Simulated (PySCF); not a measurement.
**How well do the runs reproduce experiment for C4H10O?**

**Experimental background.**

From NIST CCCBDB Release 22 (SRD 101), experimental dipoles, for the gas: dipole moment 1.74 ± 0.04 D.

The runs below try to reproduce these values; the comparison stands at the end.

Species: C4H10O.
SMILES with atom numbers: `[CH3:1][C:2]([CH3:3])([CH3:4])[OH:5]` (hydrogens: H6, H7, H8 on C1; H9, H10, H11 on C3; H12, H13, H14 on C4; H15 on O5)

Structure used (GFN2-xTB), in Å, numbered top down from 1:
```xyz
15
C4H10O angstrom
C     -0.7297   -1.2464    0.0425
C      0.0488    0.0594    0.2428
C     -0.6076    1.1889   -0.5604
C      1.5056   -0.1215   -0.1828
O      0.0832    0.3991    1.6216
H     -1.7684   -1.1232    0.3466
H     -0.7080   -1.5434   -1.0023
H     -0.2857   -2.0374    0.6422
H     -1.6480    1.3142   -0.2636
H     -0.0819    2.1239   -0.3807
H     -0.5760    0.9665   -1.6233
H      1.5651   -0.3862   -1.2345
H      1.9637   -0.9073    0.4113
H      2.0553    0.8000   -0.0121
H     -0.8209    0.5215    1.9310
```

The PySCF runs (gas phase, on this GFN2-xTB geometry; no spin–orbit coupling):

| level | job | basis functions |
| --- | --- | --- |
| PBE0/pcSseg-1 | shieldings, charges and field gradients | 135 |

**Comparison with experiment**

**Dipole moment.** Measured: 1.74 D (NIST CCCBDB Release 22 (SRD 101), experimental dipoles).

| level | computed (D) | computed − measured (D) | % (from the printed values) |
| --- | --- | --- | --- |
| PBE0/pcSseg-1 | 1.55 | -0.19 | -11 |

The computed dipoles belong to one fixed geometry; measured ones are averaged over vibrations unless marked μe. Magnitudes are compared, not signs.

The geometry is computed, not the measured one. Where a level misses, the cause wasn't examined.
